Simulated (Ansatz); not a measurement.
# Al2Cu: straining the crystal, biaxial strain in the a-b plane

The task here is to estimate one member of a computed series from the others.

Computed with Ansatz 0.2.0 (DFT PBE, scalar-relativistic, plane waves, PAW, unless a step's input says otherwise).

**Starting point**

It takes space group I4/mcm (No. 140, tetragonal). Conventional cell: a = 6.052 Å, b = 6.052 Å, c = 4.883 Å, α = 90.00°, β = 90.00°, γ = 90.00°. Al (site symmetry m2m) has 4 Cu at 2.58 Å and 3 Al at 2.72 to 2.90 Å as nearest neighbours. Cu (site symmetry 422) is surrounded by 2 Cu at 2.44 Å and 8 Al at 2.58 Å.

Coordinates:

```cif
data_structure
_symmetry_space_group_name_H-M 'I4/mcm'
_symmetry_Int_Tables_number 140
_cell_length_a 6.0525
_cell_length_b 6.0525
_cell_length_c 4.8829
_cell_angle_alpha 90.000
_cell_angle_beta 90.000
_cell_angle_gamma 90.000
_cell_volume 178.87
loop_
_atom_site_label
_atom_site_type_symbol
_atom_site_symmetry_multiplicity
_atom_site_Wyckoff_symbol
_atom_site_fract_x
_atom_site_fract_y
_atom_site_fract_z
_atom_site_occupancy
Al1 Al 8 h 0.65869 0.84131 0.50000 1
Cu1 Cu 4 a 0.00000 0.00000 0.75000 1
```

It goes back to an entry of the Materials Project.

The unstrained cell comes from an earlier run at this level (12 atoms, E(σ→0) -30802.6745 eV, gap none (metal)).

The first run:

Input file input.yaml:

```yaml
crystal:
  lattice:
    - [5.9919618442, 0.0, 0.0]
    - [0.0, 5.9919618442, 0.0]
    - [0.0, 0.0, 4.9121826741]
  atoms:
    - { symbol: Al, position: [0.158694621, 0.341305379, 0.0] }
    - { symbol: Al, position: [0.158694621, 0.658694621, 0.5] }
    - { symbol: Al, position: [0.841305379, 0.341305379, 0.5] }
    - { symbol: Al, position: [0.841305379, 0.658694621, 0.0] }
    - { symbol: Al, position: [0.658694621, 0.841305379, 0.5] }
    - { symbol: Al, position: [0.658694621, 0.158694621, 0.0] }
    - { symbol: Al, position: [0.341305379, 0.841305379, 0.0] }
    - { symbol: Al, position: [0.341305379, 0.158694621, 0.5] }
    - { symbol: Cu, position: [0.0, 0.0, 0.75] }
    - { symbol: Cu, position: [0.0, 0.0, 0.25] }
    - { symbol: Cu, position: [0.5, 0.5, 0.25] }
    - { symbol: Cu, position: [0.5, 0.5, 0.75] }
basis:
  ecutwfc: 420
kpoints:
  mp_grid: { grid: [6, 6, 8] }
hamiltonian:
  xc: pbe
scf:
  occupations: { method: gaussian, width: 0.1 }
output:
  forces: true
  stress: true
  eigenvalues: true
relax:
  adjacent_minimum: "off"
  f_tol: 0.008
  max_steps: 40
  cell: { stress_tol: 0.015, fix: [a, b, gamma] }
```

Launch:

```bash
$ ansatz run input.yaml --threads 1 --pin off --max-ram 2560MiB --backend cpu --events-out ev --progress --plain --runs-dir out
```

Among the steps run: Strain -1.0 %; At +1.0 %; The cell strained by -2.0 %; At +2.0 %; At -3.0 %; At +3.0 %.

One table of the session follows, with a row left open; its other results are not shown here.

Lengths are those of the vectors of the cell that was run; stresses in GPa:

```
strain (%)  ΔE (meV/atom)  a (Å)  b (Å)  c (Å)
      -3.0           18.5  5.871  5.871  5.040
      -2.0            9.2  5.931  5.931  4.954
      -1.0            2.7  5.992  5.992  4.903
      +0.0            0.0  6.052  6.052  4.883
      +1.0            1.3  6.113  6.113  4.849
      +2.0              ?      ?      ?      ?
      +3.0           15.9  6.234  6.234  4.810
```

Q: Estimate the row for strain (%) = +2.0 from the others.

Worked estimate for «ΔE (meV/atom)». A straight line through the neighbours (1.0, 1.3) and (3.0, 15.9) gives 1.3 + (15.9 − 1.3) × (2.0 − 1.0) / (3.0 − 1.0) = 8.6; a parabola fitted to 3 rows on both sides gives 6.6.

The run gave: ΔE (meV/atom): 6.7; a (Å): 6.174; b (Å): 6.174; c (Å): 4.831. In «ΔE (meV/atom)» the line misses by +1.9 and the parabola by -0.1.

ΔE is over the unstrained cell. Stress in GPa, positive in compression, on the Cartesian axes of the input. 
